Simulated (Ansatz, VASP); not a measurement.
La: VASP beside Ansatz

The input INCAR:

```
PREC = Accurate ; ENCUT = 520
EDIFF = 1E-6 ; ISMEAR = -1
SIGMA = 0.1 ; LREAL = F
LASPH = T ; NELM = 60
ALGO = Normal ; ISIF = 2
LWAVE = F ; LCHARG = T
GGA = RE ; LELF = T
LVHAR = T ; NBANDS = 18
```

File KPOINTS:

```
regular mesh
0
Gamma
  9 9 9
```

Contents of POSCAR:

```
La
1.0
    0.0000000000      3.4551366253      3.4551366253
    3.4551366253      0.0000000000      3.4551366253
    3.4551366253      3.4551366253      0.0000000000
La
2
Direct
    0.1250000000      0.1250000000      0.1250000000
    0.8750000000      0.8750000000      0.8750000000
```

Input for Ansatz:

```yaml
crystal:
  lattice:
    - [0.0, 3.4551366253, 3.4551366253]
    - [3.4551366253, 0.0, 3.4551366253]
    - [3.4551366253, 3.4551366253, 0.0]
  atoms:
    - { symbol: La, position: [0.125, 0.125, 0.125] }
    - { symbol: La, position: [0.875, 0.875, 0.875] }
hamiltonian:
  xc: revpbe
  pseudopotentials:
    kind: paw
    azcp:
      La: "pseudopotentials/La.paw.azcp"
basis:
  ecutwfc: 420
  fft_grid_basis: typed
kpoints:
  mp_grid: { grid: [9, 9, 9], shift: [0, 0, 0] }
magnetization:
  spin_polarized: false
scf:
  occupations: { method: fermi_dirac, width: 0.1 }
  lower_state_search: "off"
output:
  stress: true
  write_density: true
  write_potential: true
  elf: true
  volumetric_format: npy
```

Alike in both runs: task single point; functional revPBE; k mesh 9 × 9 × 9; occupations fermi-dirac, width 0.1 eV; no spin polarisation.

|  | VASP | Ansatz |
| --- | --- | --- |
| version | VASP 6.6.1 | Ansatz 0.2.0 |
| potentials or method | VASP PAW PBE potentials, release 64 (La) | plane waves (420 eV) with PAW, scalar-relativistic |
| plane-wave cutoff (eV) | 520 | 420 |
| valence electrons in the cell | 22 | 22 |

```tsv
	VASP	Ansatz	Ansatz less VASP
pressure (GPa)	-2.2	-2.2	0.00
```

Caveats: the PAW data sets were made with another functional, which shifts forces and pressure a little (VASP). The runs have no spin-orbit coupling, so splittings on La are missing.
